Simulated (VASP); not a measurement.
# Mg: convergence, relaxation of the cell

Mg, Fm-3m (no. 225), 1 atom in the cell. LDA; PAW potentials Mg (LDA set). VASP 6.6.1. The cell is changed on purpose: volume scaled by 1.02.

Wanted: cell volume within 0.2 %; lattice lengths within 0.1 %; shortest distances from each atom, periodic images included within 0.005 Å.

What the run is for: cell; Accuracy asked: standard.

The series start from Plane-wave cutoff (eV): 300; Smearing width (eV): 0.03; k-point mesh: 11 × 11 × 11; Relaxation passes: 2; Ionic threshold (EDIFFG): -0.005; Electronic threshold (eV): 1e-6; Precision mode (PREC): Accurate; Relaxation algorithm: IBRION=2 POTIM=0.5. Each series keeps the choices made before it, and each single choice may use up half of a tolerance. Times cover all steps of a run.

## Plane-wave cutoff (eV)

| Plane-wave cutoff (eV) | Cell volume (Å³) | Lattice lengths, largest deviation against the largest value | Shortest distances from each atom, periodic images included, largest deviation (Å) | Time (s) |
|---|---|---|---|---|
| 200 | 21.69 | 0.0029 % | 0.0001 | 3.3 |
| 230 | 21.68 | 0.012 % | 0.0004 | 3.3 |
| 260 | 21.68 | 0.016 % | 0.0005 | 4.2 |
| 300 | 21.69 | 0.011 % | 0.0003 | 5.3 |
| 350 | 21.69 | 0 % | 0.0000 | 5.8 |
| 420 | 21.69 | 0.00096 % | 0.0000 | 5.6 |
| 520 | 21.69 | 0.00032 % | 0.0000 | 6.2 |
| 650 (reference) | 21.69 | 0 % | 0.0000 | 13 |

Chosen: 200, the loosest value from which every tighter one stays within half of the tolerance.

## Smearing width (eV)

| Smearing width (eV) | Cell volume (Å³) | Lattice lengths, largest deviation against the largest value | Shortest distances from each atom, periodic images included, largest deviation (Å) | Time (s) |
|---|---|---|---|---|
| 0.15 | 21.68 | 0.037 % | 0.0012 | 3.3 |
| 0.1 | 21.67 | 0.045 % | 0.0014 | 3.0 |
| 0.07 | 21.68 | 0.041 % | 0.0013 | 3.0 |
| 0.05 | 21.68 | 0.033 % | 0.0010 | 3.1 |
| 0.03 | 21.69 | 0.015 % | 0.0005 | 3.3 |
| 0.02 (reference) | 21.7 | 0 % | 0.0000 | 3.1 |

Chosen: 0.05.

## k-point mesh

| k-point mesh | Cell volume (Å³) | Lattice lengths, largest deviation against the largest value | Shortest distances from each atom, periodic images included, largest deviation (Å) | Time (s) |
|---|---|---|---|---|
| 5 × 5 × 5 | 21.81 | 0.24 % | 0.0076 | 2.1 |
| 6 × 6 × 6 | 21.4 | 0.39 % | 0.0122 | 2.1 |
| 7 × 7 × 7 | 21.61 | 0.066 % | 0.0021 | 2.1 |
| 9 × 9 × 9 | 21.59 | 0.1 % | 0.0032 | 2.6 |
| 11 × 11 × 11 | 21.68 | 0.042 % | 0.0013 | 3.1 |
| 14 × 14 × 14 (reference) | 21.66 | 0 % | 0.0000 | 3.9 |

Chosen: 14 × 14 × 14; the next looser run is off by more than half of the tolerance, so convergence isn't shown beyond this value.

## Relaxation passes

| Relaxation passes | Cell volume (Å³) | Lattice lengths, largest deviation against the largest value | Shortest distances from each atom, periodic images included, largest deviation (Å) | Time (s) |
|---|---|---|---|---|
| 1 | 21.66 | 0 % | 0.0000 | 2.9 |
| 2 | 21.66 | 0 % | 0.0000 | 3.9 |
| 3 (reference) | 21.66 | 0 % | 0.0000 | 4.9 |

Chosen: 1.

## Ionic threshold (EDIFFG)

| Ionic threshold (EDIFFG) | Cell volume (Å³) | Lattice lengths, largest deviation against the largest value | Shortest distances from each atom, periodic images included, largest deviation (Å) | Time (s) |
|---|---|---|---|---|
| -0.05 | 21.66 | 0.02 % | 0.0006 | 2.8 |
| -0.02 | 21.66 | 0.02 % | 0.0006 | 2.9 |
| -0.01 | 21.66 | 0.02 % | 0.0006 | 3.0 |
| -0.005 | 21.66 | 0.02 % | 0.0006 | 2.9 |
| -0.002 (reference) | 21.64 | 0 % | 0.0000 | 3.6 |

Chosen: -0.05.

## Electronic threshold (eV)

| Electronic threshold (eV) | Cell volume (Å³) | Lattice lengths, largest deviation against the largest value | Shortest distances from each atom, periodic images included, largest deviation (Å) | Time (s) |
|---|---|---|---|---|
| 0.0001 | 21.62 | 0.064 % | 0.0020 | 2.7 |
| 1e-5 | 21.65 | 0.017 % | 0.0005 | 2.7 |
| 1e-6 | 21.66 | 0.0061 % | 0.0002 | 2.8 |
| 1e-7 (reference) | 21.66 | 0 % | 0.0000 | 3.1 |

Chosen: 1e-5.

## Precision mode (PREC)

| Precision mode (PREC) | Cell volume (Å³) | Lattice lengths, largest deviation against the largest value | Shortest distances from each atom, periodic images included, largest deviation (Å) | Time (s) |
|---|---|---|---|---|
| Normal | 21.65 | 0.00032 % | 0.0000 | 2.3 |
| Accurate (reference) | 21.65 | 0 % | 0.0000 | 2.7 |

Chosen: Normal.

## Relaxation algorithm

| Relaxation algorithm | Cell volume (Å³) | Lattice lengths, largest deviation against the largest value | Shortest distances from each atom, periodic images included, largest deviation (Å) | Time (s) |
|---|---|---|---|---|
| IBRION=2 POTIM=0.5 | 21.65 | 0 % | 0.0000 | 2.3 |
| IBRION=2 POTIM=0.2 | 21.58 | 0.099 % | 0.0031 | 2.3 |
| IBRION=1 POTIM=0.5 | 21.63 | 0.034 % | 0.0011 | 2.3 |
| IBRION=1 POTIM=0.2 | 21.61 | 0.065 % | 0.0020 | 2.1 |

Chosen: IBRION=2 POTIM=0.5; no other choice that stays within half of the tolerance saves 30 % of the time.

## All choices together

| Input | Cell volume (Å³) | Lattice lengths, largest deviation against the largest value | Shortest distances from each atom, periodic images included, largest deviation (Å) | Time (s) |
|---|---|---|---|---|
| the program's defaults (naive) | 21.73 | 0.13 % | 0.0040 | 1.7 |
| chosen settings | 21.65 | 0.00032 % | 0.0000 | 2.3 |
| reference settings throughout | 21.65 | 0 % | 0.0000 | 29 |

The chosen settings stay within the tolerance of the reference run, but the reference itself isn't shown to be converged in: k-point mesh.

Values of the reference run: Lattice lengths: 3.128, 3.128, 3.128 Å; Shortest distances from each atom, periodic images included: 3.128, 3.128, 3.128, 3.128 Å.

## The input

INCAR.step1:
```
  GGA = CA
  ISMEAR = -1
  SIGMA = 0.05
  LWAVE = F
  LCHARG = F
  NSW = 80
  PREC = Normal
  LASPH = T
  LREAL = F
  ALGO = Normal
  EDIFF = 1E-5
  NELM = 120
  GGA_COMPAT = F
  IBRION = 2
  ISIF = 3
  EDIFFG = -0.05
  NELMIN = 4
  ENCUT = 200
  POTIM = 0.5
```

INCAR.step2, as INCAR.step1 but for:
```
- NSW = 80
- IBRION = 2
- ISIF = 3
- EDIFFG = -0.05
- NELMIN = 4
- POTIM = 0.5
+ ISIF = 2
```

KPOINTS:
```
Automatic mesh
0
Gamma
  14 14 14
  0 0 0
```

POSCAR.step1:
```
Mg
1.0
    0.0000000000      2.2591190557      2.2591190557
    2.2591190557      0.0000000000      2.2591190557
    2.2591190557      2.2591190557      0.0000000000
Mg
1
Direct
    0.0000000000      0.0000000000      0.0000000000
```

Commands (each step's output is kept before the next begins):
```
cat potpaw_LDA.64/Mg/POTCAR > POTCAR
cp INCAR.step1 INCAR
cp POSCAR.step1 POSCAR
mpirun -np 1 vasp_std > vasp.out
cp CONTCAR POSCAR
cp INCAR.step2 INCAR
mpirun -np 1 vasp_std > vasp.out
```

The chosen input took VASP 6.6.1 2.3 s on 1 core (Intel Xeon 6975P-C (Granite Rapids)), a shared host.
